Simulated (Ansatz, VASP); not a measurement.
One calculation of MgO, two programs

File INCAR:

```
  ALGO = Normal
  EDIFF = 1E-6
  ENCUT = 520
  GGA = PE
  ISIF = 2
  ISMEAR = 0
  LASPH = True
  LCHARG = False
  LREAL = False
  LWAVE = False
  NBANDS = 26
  NELM = 80
  PREC = Accurate
  SIGMA = 0.05
```

KPOINTS

```
k-points
0
Gamma
  9 9 2
```

The input POSCAR:

```
MgO
1.0
    3.4446000000      0.0000000000      0.0000000000
   -1.7223000000      2.9831111059      0.0000000000
    0.0000000000      0.0000000000     10.2335000000
Mg O
4 4
Direct
    0.3333333333      0.6666666667      0.9694906392
    0.0000000000      0.0000000000      0.2208211786
    0.0000000000      0.0000000000      0.7208211786
    0.6666666667      0.3333333333      0.4694906392
    0.3333333333      0.6666666667      0.7800420079
    0.0000000000      0.0000000000      0.5296443544
    0.0000000000      0.0000000000      0.0296443544
    0.6666666667      0.3333333333      0.2800420079
```

Input for Ansatz:

```yaml
crystal:
  lattice:
    - [3.4446, 0.0, 0.0]
    - [-1.7223, 2.9831111059, 0.0]
    - [0.0, 0.0, 10.2335]
  atoms:
    - { symbol: Mg, position: [0.3333333333, 0.6666666667, 0.9694906392] }
    - { symbol: Mg, position: [0.0, 0.0, 0.2208211786] }
    - { symbol: Mg, position: [0.0, 0.0, 0.7208211786] }
    - { symbol: Mg, position: [0.6666666667, 0.3333333333, 0.4694906392] }
    - { symbol: O, position: [0.3333333333, 0.6666666667, 0.7800420079] }
    - { symbol: O, position: [0.0, 0.0, 0.5296443544] }
    - { symbol: O, position: [0.0, 0.0, 0.0296443544] }
    - { symbol: O, position: [0.6666666667, 0.3333333333, 0.2800420079] }
basis:
  ecutwfc: 520.0
kpoints:
  mp_grid: { grid: [9, 9, 2] }
hamiltonian:
  xc: pbe
  pseudopotentials: { kind: paw, azcp: { folder: soft_1 } }
scf:
  occupations: { method: gaussian, width: 0.05 }
output:
  forces: true
  stress: true
  eigenvalues: true
```

Alike in both runs: task single point; functional PBE; k mesh 9 × 9 × 2; occupations gaussian, width 0.05 eV; no spin polarisation.

|  | VASP | Ansatz |
| --- | --- | --- |
| version | VASP 6.6.1 | Ansatz 0.2.0 |
| potentials or method | VASP PAW PBE potentials, release 64 (Mg, O) | scalar-relativistic, plane waves, PAW |
| plane-wave cutoff (eV) | 520 | 520 |
| valence electrons in the cell | 32 | 64 |

Ansatz gave:

```
gap on the k mesh at the Fermi level (eV)       : 2.95
least direct gap on the mesh (eV)               : 2.95
pressure (GPa)                                  : -6.4
largest component of the traceless stress (GPa) : 9.39
rms of the force components (eV/Å)              : 0.328
```

Task: What did VASP give for the same quantities?

Result: gap on the k mesh at the Fermi level (eV): 2.92; least direct gap on the mesh (eV): 2.92; pressure (GPa): -6.8; largest component of the traceless stress (GPa): 9.52; rms of the force components (eV/Å): 0.331.

Atom by atom the forces differ by 0.003 eV/Å (rms over components). The functional is the same, so the differences come from potentials, cutoffs and numerics. The two sets of potentials don't hold the same shells in valence.

PBE gaps usually lie below the measured ones, often by a third to a half.
